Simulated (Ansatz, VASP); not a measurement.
## SnTe: VASP beside Ansatz

File INCAR:

```
PREC = Accurate ; ENCUT = 600
EDIFF = 1E-7 ; ISMEAR = 0
SIGMA = 0.01 ; LREAL = F
LASPH = T ; NELM = 80
ALGO = Normal ; ISIF = 3
LWAVE = F ; LCHARG = F
GGA = PE ; IBRION = 2
NSW = 100 ; EDIFFG = -0.005
```

File KPOINTS:

```
regular mesh
0
Gamma
  10 10 10
```

File POSCAR:

```
SnTe
1.0
    0.0000000000      3.1508500000      3.1508500000
    3.1508500000      0.0000000000      3.1508500000
    3.1508500000      3.1508500000      0.0000000000
Sn Te
1 1
Direct
    0.0000000000      0.0000000000      0.0000000000
    0.5000000000      0.5000000000      0.5000000000
```

Input for Ansatz:

```yaml
crystal:
  lattice:
    - [0.0, 3.15085, 3.15085]
    - [3.15085, 0.0, 3.15085]
    - [3.15085, 3.15085, 0.0]
  atoms:
    - { symbol: Sn, position: [0.0, 0.0, 0.0] }
    - { symbol: Te, position: [0.5, 0.5, 0.5] }
basis:
  ecutwfc: 420
kpoints:
  mp_grid: { grid: [10, 10, 10] }
hamiltonian:
  xc: pbe
scf:
  occupations: { method: gaussian, width: 0.01 }
output:
  forces: true
  stress: true
  eigenvalues: true
  write_density: true
  write_potential: true
  elf: true
  volumetric_format: npy
relax:
  adjacent_minimum: "off"
  f_tol: 0.005
  max_steps: 80
  cell: { stress_tol: 0.05 }
```

Alike in both runs: task relaxation of cell and atoms; functional PBE; k mesh 10 × 10 × 10; occupations gaussian, width 0.01 eV; no spin polarisation.

|  | VASP | Ansatz |
| --- | --- | --- |
| version | VASP 6.6.1 | Ansatz 0.2.0 |
| potentials or method | VASP PAW PBE potentials, release 64 (Sn_d, Te) | scalar-relativistic, plane waves, PAW |
| plane-wave cutoff (eV) | 600 | 420 |
| valence electrons in the cell | 20 | 30 |

Ansatz gave:

- gap on the k mesh at the Fermi level, each at its own relaxed structure (eV): 0.06
- relaxed volume (Å³/atom): 32.97
- relaxed cell length with the largest relative difference (Å): 4.535
- energy change over the relaxation (meV/atom): -11

**Question.** Estimate VASP's values.

**Answer.** gap on the k mesh at the Fermi level, each at its own relaxed structure (eV): 0.05; relaxed volume (Å³/atom): 32.91; relaxed cell length with the largest relative difference (Å): 4.532; energy change over the relaxation (meV/atom): -11.

The two sets of potentials don't hold the same shells in valence.

Caveats: spin-orbit coupling is left out, which moves the levels of the heavy elements. PBE usually gives volumes a little too large and moduli too small. Zero-point motion and thermal expansion aren't in these numbers.
